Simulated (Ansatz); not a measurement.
The system is C.

```
C
1.0
     0.00000    1.78337    1.78337
     1.78337    0.00000    1.78337
     1.78337    1.78337    0.00000
C
2
Direct
  0.25000 0.25000 0.25000
  0.00000 0.00000 0.00000
```

This isn't the form of C at room conditions, which is graphite.

Base run:

```yaml
Program: Ansatz 0.2.0
Functional: revPBE
Potentials_or_basis: SSSP precision PAW
Cutoff: 612 eV
Density_cutoff: 6123 eV
k_mesh: 13 × 13 × 13
Occupations: tetrahedron
Spin: no spin polarisation
```

Its results: band gap on the k mesh 4.15 eV, indirect (least direct gap 5.61 eV); pressure 7.0 GPa.

The run is repeated on the same cell with these changes: functional from revPBE to PBE; occupations from tetrahedron to fermi-dirac, width 0.01 eV. What comes out?

Band gap on the k mesh 4.16 eV, indirect (least direct gap 5.60 eV); pressure 2.3 GPa.

Caveats: odd divisions of the mesh miss points on the zone boundary, where band edges often lie, so the gap on the mesh can be too wide; the potentials were made for another functional, which shifts forces and pressure (some runs).

A k mesh can miss the band edges.

Not every run made on this cell is shown here.
